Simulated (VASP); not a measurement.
Level of theory: revPBE GGA, VASP's PBE PAW potentials (set 64) (plane waves; VASP).

Input for VASP

INCAR:
```
LREAL=Auto
ALGO=Normal
GGA=RE
NELM=100   ! most electronic steps
SYSTEM=CoSb3
LCHARG=.FALSE.
LASPH=.TRUE.
PREC=Accurate
ENCUT=150
LMAXMIX=4   ! l cut-off of mixed one-centre charges
EDIFF=1E-6   ! SCF stop (eV)
SIGMA=0.136   ! width (eV)
ISIF=2
LWAVE=.FALSE.
ISMEAR=0
```

**POSCAR**
```
CoSb3
1
   -4.6288960000     4.6288960000     4.6288960000
    4.6288960000    -4.6288960000     4.6288960000
    4.6288960000     4.6288960000    -4.6288960000
Co Sb
4 12
Direct
  0.0000000000   0.0000000000   0.5000000000
  0.5000000000   0.5000000000   0.5000000000
  0.0000000000   0.5000000000   0.0000000000
  0.5000000000   0.0000000000   0.0000000000
  0.8412600000   0.1751100000   0.3338500000
  0.1587400000   0.8248900000   0.6661500000
  0.8412600000   0.5074100000   0.6661500000
  0.1587400000   0.4925900000   0.3338500000
  0.3338500000   0.8412600000   0.1751100000
  0.6661500000   0.1587400000   0.8248900000
  0.6661500000   0.8412600000   0.5074100000
  0.3338500000   0.1587400000   0.4925900000
  0.1751100000   0.3338500000   0.8412600000
  0.8248900000   0.6661500000   0.1587400000
  0.5074100000   0.6661500000   0.8412600000
  0.4925900000   0.3338500000   0.1587400000
```

**KPOINTS**
```
kpoints
0
Gamma
 2 2 2
0 0 0
```

POTCAR, in this order: Co Sb (PBE.64 set). Program: vasp_std.

The resulting files:

**OSZICAR**
```
       N       E                     dE             d eps       ncg     rms          rms(c)
DAV:   1     0.207682738556E+03    0.20768E+03   -0.16945E+04   350   0.511E+02
DAV:   2    -0.547199434983E+02   -0.26240E+03   -0.25062E+03   401   0.147E+02
DAV:   3    -0.715024840162E+02   -0.16783E+02   -0.16399E+02   436   0.357E+01
DAV:   4    -0.719732973936E+02   -0.47081E+00   -0.46260E+00   436   0.575E+00
DAV:   5    -0.719887595363E+02   -0.15462E-01   -0.15374E-01   444   0.958E-01    0.577E+01
DAV:   6    -0.127593182099E+03   -0.55604E+02   -0.78172E+02   351   0.124E+02    0.479E+01
DAV:   7    -0.561771310943E+02    0.71416E+02   -0.23215E+02   406   0.743E+01    0.203E+01
DAV:   8    -0.830896545397E+02   -0.26913E+02   -0.25826E+02   464   0.671E+01    0.543E+01
DAV:   9    -0.612480728349E+02    0.21842E+02   -0.32915E+02   366   0.589E+01    0.246E+01
DAV:  10    -0.524395202409E+02    0.88086E+01   -0.57564E+01   400   0.360E+01    0.642E+00
DAV:  11    -0.527621896869E+02   -0.32267E+00   -0.54274E+00   402   0.949E+00    0.610E+00
DAV:  12    -0.531762072692E+02   -0.41402E+00   -0.65929E-01   433   0.300E+00    0.732E+00
DAV:  13    -0.527766668567E+02    0.39954E+00   -0.30447E-01   415   0.264E+00    0.450E+00
DAV:  14    -0.526736003107E+02    0.10307E+00   -0.30927E+00   457   0.775E+00    0.408E+00
DAV:  15    -0.525473817980E+02    0.12622E+00   -0.39322E-01   383   0.268E+00    0.131E+00
DAV:  16    -0.525493805153E+02   -0.19987E-02   -0.16503E-02   385   0.394E-01    0.132E+00
DAV:  17    -0.525276012971E+02    0.21779E-01   -0.37550E-02   417   0.811E-01    0.439E-01
DAV:  18    -0.525263383047E+02    0.12630E-02   -0.12351E-02   426   0.393E-01    0.137E-01
DAV:  19    -0.525270822371E+02   -0.74393E-03   -0.97316E-04   377   0.111E-01    0.106E-01
DAV:  20    -0.525271818889E+02   -0.99652E-04   -0.20493E-04   449   0.566E-02    0.430E-02
DAV:  21    -0.525272050664E+02   -0.23178E-04   -0.23535E-05   368   0.210E-02    0.201E-02
DAV:  22    -0.525272050969E+02   -0.30467E-07   -0.15496E-05   418   0.156E-02    0.590E-03
DAV:  23    -0.525272028384E+02    0.22585E-05   -0.15747E-06   228   0.459E-03    0.343E-03
DAV:  24    -0.525272009642E+02    0.18742E-05   -0.68422E-07   171   0.265E-03    0.292E-03
DAV:  25    -0.525272006181E+02    0.34608E-06   -0.21161E-07   171   0.153E-03
   1 F= -.52527201E+02 E0= -.52512285E+02  d E =-.298308E-01
```

File OUTCAR:
```
------------------------ aborting loop because EDIFF is reached ----------------------------------------
  FORCE on cell =-STRESS in cart. coord.  units (eV):
  Direction    XX          YY          ZZ          XY          YZ          ZX
  --------------------------------------------------------------------------------------
  Total     -189.0739645   -189.0739645   -189.0739645      0.0000000     -0.0000000      0.0000000
  in kB     -763.5721002   -763.5721002   -763.5721002      0.0000000     -0.0000000      0.0000000
  external PRESSURE =    -763.5721002 kB  Pullay stress =       0.0000000 kB
  volume of cell :      396.73
      direct lattice vectors                 reciprocal lattice vectors
    -4.628896000  4.628896000  4.628896000     0.000000000  0.108017117  0.108017117
     4.628896000 -4.628896000  4.628896000     0.108017117  0.000000000  0.108017117
     4.628896000  4.628896000 -4.628896000     0.108017117  0.108017117  0.000000000
 POSITION                                       TOTAL-FORCE (eV/Angst)
 -----------------------------------------------------------------------------------
      2.31445      2.31445     -2.31445         0.000000      0.000000     -0.000000
      2.31445      2.31445      2.31445         0.000000     -0.000000      0.000000
      2.31445     -2.31445      2.31445        -0.000000      0.000000      0.000000
     -2.31445      2.31445      2.31445         0.000000      0.000000     -0.000000
     -1.53818      4.62890      3.15931        -0.060309      0.000000     -0.360495
      6.16708      0.00000      1.46958         0.060309     -0.000000      0.360495
      1.53818      4.62890      3.15931         0.060309     -0.000000     -0.360495
      3.09071      0.00000      1.46958        -0.060309      0.000000      0.360495
      3.15931     -1.53818      4.62890        -0.360495     -0.060309      0.000000
      1.46958      6.16708      0.00000         0.360495      0.060309     -0.000000
      3.15931      1.53818      4.62890        -0.360495      0.060309     -0.000000
      1.46958      3.09071      0.00000         0.360495     -0.060309      0.000000
      4.62890      3.15931     -1.53818         0.000000     -0.360495     -0.060309
      0.00000      1.46958      6.16708         0.000000      0.360495      0.060309
      4.62890      3.15931      1.53818        -0.000000     -0.360495      0.060309
      0.00000      1.46958      3.09071         0.000000      0.360495     -0.060309
 -----------------------------------------------------------------------------------
    total drift:                               -0.000000     -0.000000      0.000000
  FREE ENERGIE OF THE ION-ELECTRON SYSTEM (eV)
  ---------------------------------------------------
  free  energy   TOTEN  =       -52.5272006181 eV

  energy  without entropy=      -52.4973698262  energy(sigma->0) =      -52.51228522
```
(Selected blocks of OUTCAR.)

At this cut-off the stress carries a Pulay error, which pulls relaxed volumes low.

The structure comes from a computed database's CoSb3 entry; how it stands against other phases isn't given here. The cell was not relaxed at this level. The k-mesh is coarse (spacing up to 0.48 per Å, 2π included), so the numbers may not be converged in it. The run is one of a series of settings (ENCUT = 150, KPOINTS 2×2×2 Γ-centred mesh against the base run), some of them coarse on purpose. The run is not spin-polarised, so no magnetic state was tried.
